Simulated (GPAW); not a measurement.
Runs of GPAW 26.7.0 on Hf. Symmetry: Pm-3m, No. 221, cubic system. The conventional cell has a = 2.914 Å, b = 2.914 Å, c = 2.914 Å, α = 90.00°, β = 90.00°, γ = 90.00°. Around Hf (site symmetry m-3m) lie 6 Hf at 2.91 Å. The cell was built by a generator and needn't be a form met in nature.

| level | gap on the mesh (eV) | pressure (GPa) | relaxed volume (Å³/atom) |
| --- | --- | --- | --- |
| revPBE+D3(op) | none | 0.0 | 24.44 |
| revPBE+D3 | none | 0.0 | 24.57 |
| revPBE | none | 0.0 | (b) |
| revPBE+D3(BJ) | none | 0.0 | 23.95 |
| revPBE+D3(BJ)+ATM | none | 0.0 | (a) |

Alike in all rows: task relaxation of cell and atoms; potentials or basis the program's PAW data sets (release 1.2.1) made for this functional, pw; no spin polarisation; cell relaxed; k mesh 9 × 9 × 9; cutoff (eV) 600; smearing fermi-dirac 0.05 eV.

**Question.** Estimate the missing entries.

**Answer.** (a) 24.07; (b) 25.49.

Caveats: later steps reuse the first step's grids; pairwise dispersion overbinds metals, which lowers pressure and volume (some runs).

A k mesh can miss the band edges, and the runs leave out spin-orbit coupling on Hf.

A gap of «none» marks a metal or a gap under the smearing width.
